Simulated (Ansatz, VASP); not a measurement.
# Two plane-wave programs on RbCl

```
Rb Cl
1.0
     0.00000    3.33821    3.33821
     3.33821    0.00000    3.33821
     3.33821    3.33821    0.00000
Rb Cl
1 1
Direct
  0.00000 0.00000 0.00000
  0.50000 0.50000 0.50000
```

Change from the starting cell: volume scaled by 1.06.

Alike in both runs: task single point; functional PBE; k mesh 7 × 7 × 7; occupations fermi-dirac, width 0.05 eV; no spin polarisation.

|  | VASP | Ansatz |
| --- | --- | --- |
| version | VASP 6.6.1 | Ansatz 0.2.0 |
| potentials or method | VASP PAW PBE potentials, release 64 (Rb_sv, Cl) | Ansatz PAW |
| plane-wave cutoff (eV) | 520 | 420 |
| valence electrons in the cell | 16 | 16 |

VASP gave:

```
gap on the k mesh at the Fermi level (eV) : 4.86
least direct gap on the mesh (eV)         : 4.86
pressure (GPa)                            : 0.1
```

Problem. What did Ansatz give for the same quantities?

Solution. gap on the k mesh at the Fermi level (eV): 4.87; least direct gap on the mesh (eV): 4.87; pressure (GPa): 0.1.

With one functional, cell and mesh, what is left measures potentials, basis and numerics.

Caveats: an odd mesh through Γ misses points on the zone boundary, where band edges often lie (VASP); odd divisions of the mesh miss points on the zone boundary, where band edges often lie, so the gap on the mesh can be too wide (Ansatz).
